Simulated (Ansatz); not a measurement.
CuCl2, 3 atoms in the cell. Symmetry: P4/mmm, No. 123, tetragonal system. The conventional cell has a = 4.521 Å, b = 4.521 Å, c = 4.318 Å, α = 90.00°, β = 90.00°, γ = 90.00°. Cu (site symmetry 4/mmm) has 4 Cl at 2.26 Å as nearest neighbours. Cl (site symmetry mmm) has 2 Cu at 2.26 Å as nearest neighbours. Measurements of this composition are mostly on another form, of space group No. 12.

| Property | Result |
| --- | --- |
| Program | Ansatz 0.2.0 |
| Task | relaxation of cell and atoms |
| Functional | HSE06 |
| Potentials or basis | Ansatz PAW |
| Cutoff | 420 eV (not typed: the program's choice for these potentials) |
| k mesh | 4 × 4 × 4 |
| Occupations | fermi-dirac, width 0.05 eV |
| Spin | no spin polarisation |

Hardware: 1 × NVIDIA H100 80GB HBM3 with 2 threads of AMD EPYC 7R13 Processor (Zen 3) (shared host).

Question: How long does it take, and how much memory?

Answer: Wall time 2.1 min on 1 × NVIDIA H100 80GB HBM3 with 2 threads of AMD EPYC 7R13 Processor (Zen 3) (shared host), peak memory 2.4 GiB. Counts: scf iterations 224, plane waves 2065, k points 18, bands 21, ion steps 13.
